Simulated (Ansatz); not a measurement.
Relaxation of a periodic cell of 63 atoms, Si$_{62}$C (host Si, host structure diamond, dopant C, one Si atom removed), to a largest force component of 0.03 eV/Å in at most 60 steps.

Computed with Ansatz 0.2.0, DFT PBE, scalar-relativistic, plane waves, PAW. Settings: PAW set soft_1, cutoff 420 eV, k mesh 1x1x1, fermi-dirac smearing 0.05 eV, no spin polarisation.

```xyz
63
Lattice="10.8600 0.0000 0.0000 0.0000 10.8600 0.0000 0.0000 0.0000 10.8600" Properties=species:S:1:pos:R:3
Si 5.454 0.051 0.036
Si 6.849 1.404 1.393
Si 8.151 2.691 -0.024
Si 9.515 4.081 1.377
Si 8.156 0.029 2.702
Si 9.505 1.359 4.016
Si -0.030 0.019 -0.022
Si 1.388 1.379 1.368
Si 2.726 2.711 0.027
Si 4.050 4.039 1.336
Si 5.531 5.409 0.048
Si 6.790 6.861 1.415
Si 8.105 8.090 -0.008
Si 9.504 9.469 1.371
Si 2.732 0.035 2.741
C 4.108 1.356 4.076
Si 5.411 2.687 2.697
Si 6.740 4.080 4.047
Si 8.192 5.396 2.755
Si 9.519 6.831 4.065
Si 6.807 1.339 6.784
Si 8.110 2.735 5.488
Si 9.514 4.084 6.768
Si 8.164 -0.022 8.094
Si 9.532 1.350 9.473
Si -0.017 5.431 -0.034
Si 1.344 6.776 1.396
Si 2.685 8.074 0.058
Si 4.069 9.436 1.423
Si -0.015 2.688 2.739
Si 1.363 4.101 4.060
Si 2.701 5.433 2.709
Si 4.027 6.730 4.073
Si 5.489 8.174 2.707
Si 6.786 9.468 4.130
Si -0.028 -0.012 5.434
Si 1.357 1.373 6.752
Si 2.733 2.710 5.473
Si 4.046 4.037 6.749
Si 5.439 5.425 5.430
Si 6.822 6.748 6.785
Si 8.162 8.171 5.415
Si 9.489 9.537 6.817
Si 2.696 -0.030 8.102
Si 4.111 1.382 9.520
Si 5.434 2.737 8.146
Si 6.745 4.077 9.538
Si 8.123 5.412 8.135
Si 9.499 6.786 9.563
Si -0.044 8.150 2.670
Si 1.342 9.513 4.112
Si -0.029 5.407 5.445
Si 1.375 6.836 6.799
Si 2.683 8.181 5.460
Si 4.069 9.503 6.763
Si -0.035 2.639 8.137
Si 1.345 4.018 9.469
Si 2.682 5.441 8.131
Si 4.044 6.817 9.494
Si 5.498 8.223 8.162
Si 6.762 9.492 9.509
Si -0.026 8.143 8.125
Si 1.344 9.472 9.534
```

Q: Where does it end, and by what steps?

A: The forces met the threshold. The force dipped under the threshold on the way, but the program's further checks kept it going. Limits of this set-up: coarse k mesh, no spin, though dangling bonds at a vacancy may carry it, a typed lattice constant that wasn't relaxed here. After 7 steps the energy has fallen by 4.020 eV; C16 moved furthest, 0.68 Å.

| step | energy less start (eV) | largest force component (eV/Å) | accepted |
| --- | --- | --- | --- |
| 0 | 0.0000 | 2.382 | yes |
| 1 | -2.7108 | 1.679 | yes |
| 2 | -3.7644 | 0.630 | yes |
| 3 | -3.9325 | 0.316 | yes |
| 4 | -4.0096 | 0.120 | yes |
| 5 | -4.0158 | 0.080 | yes |
| 6 | -4.0196 | 0.027 | yes |
| 7 | -4.0196 | 0.027 | yes |

```xyz
63
Lattice="10.8600 0.0000 0.0000 0.0000 10.8600 0.0000 0.0000 0.0000 10.8600" Properties=species:S:1:pos:R:3
Si 5.427 0.000 0.009
Si 6.680 1.351 1.460
Si 8.094 2.677 0.058
Si 9.478 4.071 1.361
Si 8.071 -0.003 2.792
Si 9.490 1.357 4.076
Si -0.005 0.006 0.002
Si 1.364 1.366 1.369
Si 2.698 2.727 -0.008
Si 4.060 4.063 1.367
Si 5.420 5.434 0.000
Si 6.786 6.787 1.409
Si 8.161 8.126 0.055
Si 9.498 9.502 1.409
Si 2.848 0.286 2.854
C 3.692 1.735 3.698
Si 5.139 2.580 2.852
Si 6.680 3.974 4.081
Si 8.094 5.376 2.754
Si 9.495 6.792 4.062
Si 6.771 1.197 6.772
Si 8.079 2.651 5.433
Si 9.503 4.027 6.793
Si 8.158 -0.054 8.163
Si 9.497 1.371 9.503
Si -0.002 5.430 0.003
Si 1.356 6.809 1.361
Si 2.750 8.194 0.056
Si 4.076 9.607 1.458
Si -0.012 2.728 2.703
Si 1.361 4.064 4.066
Si 2.697 5.437 2.702
Si 4.070 6.795 4.074
Si 5.428 8.211 2.787
Si 6.747 9.533 4.258
Si 0.003 0.000 5.433
Si 1.454 1.351 6.685
Si 2.847 2.581 5.144
Si 4.076 3.973 6.686
Si 5.427 5.423 5.433
Si 6.810 6.733 6.816
Si 8.153 8.132 5.484
Si 9.553 9.476 6.814
Si 2.784 -0.003 8.076
Si 4.070 1.355 9.495
Si 5.428 2.648 8.083
Si 6.787 4.026 9.508
Si 8.163 5.378 8.169
Si 9.508 6.781 9.514
Si 0.051 8.193 2.754
Si 1.452 9.606 4.082
Si -0.006 5.434 5.426
Si 1.401 6.786 6.793
Si 2.779 8.207 5.433
Si 4.245 9.524 6.757
Si 0.053 2.677 8.100
Si 1.356 4.071 9.484
Si 2.750 5.375 8.099
Si 4.057 6.791 9.501
Si 5.480 8.131 8.160
Si 6.809 9.478 9.558
Si 0.049 8.126 8.168
Si 1.403 9.502 9.505
```

Whether the end is a true minimum wasn't checked by a vibrational analysis.

Run time: 41 s on 4 threads of Arm Neoverse V1, on a shared host, peak memory 1.1 GiB.
